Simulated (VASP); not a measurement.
A run of VASP 6.6.1:

File INCAR:

```
PREC = Accurate ; ENCUT = 520
EDIFF = 1E-6 ; ISMEAR = 0
SIGMA = 0.1 ; LREAL = F
LASPH = T ; NELM = 100
ALGO = Normal ; ISIF = 2
LWAVE = F ; LCHARG = F
GGA = PE ; IVDW = 12
NBANDS = 16
```

KPOINTS

```
regular mesh
0
Gamma
  12 12 12
```

Contents of POSCAR:

```
InAs
1.0
    0.0000000000      3.0554837370      3.0554837370
    3.0554837370      0.0000000000      3.0554837370
    3.0554837370      3.0554837370      0.0000000000
In As
1 1
Direct
    0.0000000000      0.0000000000      0.0000000000
    0.2500000000      0.2500000000      0.2500000000
```

Potentials or basis: VASP PAW PBE potentials, release 64 (In_d, As).

Command:

```bash
$ cat potpaw_PBE.64/In_d/POTCAR potpaw_PBE.64/As/POTCAR > POTCAR
$ mpirun -np 1 vasp_std > vasp.out
```

Hardware: 1 thread of Intel(R) Xeon(R) Platinum 8488C (Sapphire Rapids), on a shared host.

How long does it take, and how much memory?

It took 23 s on 1 thread of Intel(R) Xeon(R) Platinum 8488C (Sapphire Rapids), with other jobs on the host, peak memory 0.23 GiB. Counts: scf iterations 12, k points 72.
